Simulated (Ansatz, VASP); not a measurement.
**Pb: VASP beside Ansatz**

```
Pb
1.0
     3.58871    0.00000    0.00000
    -1.79435    3.10791    0.00000
     0.00000    0.00000    5.88353
Pb
2
Cartesian
  0.0000 2.0719 1.4709
  1.7944 1.0360 4.4126
```

Alike in both runs: functional revPBE; k mesh 10 × 10 × 6; occupations fermi-dirac, width 0.1 eV; no spin polarisation.

Ansatz relaxed the structure, and its values are those at the end. VASP's run is a single point on that final structure, the one shown.

|  | VASP | Ansatz |
| --- | --- | --- |
| version | VASP 6.6.1 | Ansatz 0.2.0 |
| potentials or method | VASP PAW PBE potentials, release 64 (Pb_d) | plane waves (420 eV) with PAW, scalar-relativistic |
| plane-wave cutoff (eV) | 520 | 420 |
| valence electrons in the cell | 28 | 28 |

Ansatz gave:

- pressure (GPa): 0.0

**Question.** What did VASP give for the same quantities?

**Answer.** Pressure (GPa): -0.1.

The functional is the same, so the differences come from potentials, cutoffs and numerics.

Caveats: the PAW data sets were made with another functional, which shifts forces and pressure a little (VASP). Spin-orbit coupling is left out, which matters for the levels of Pb.
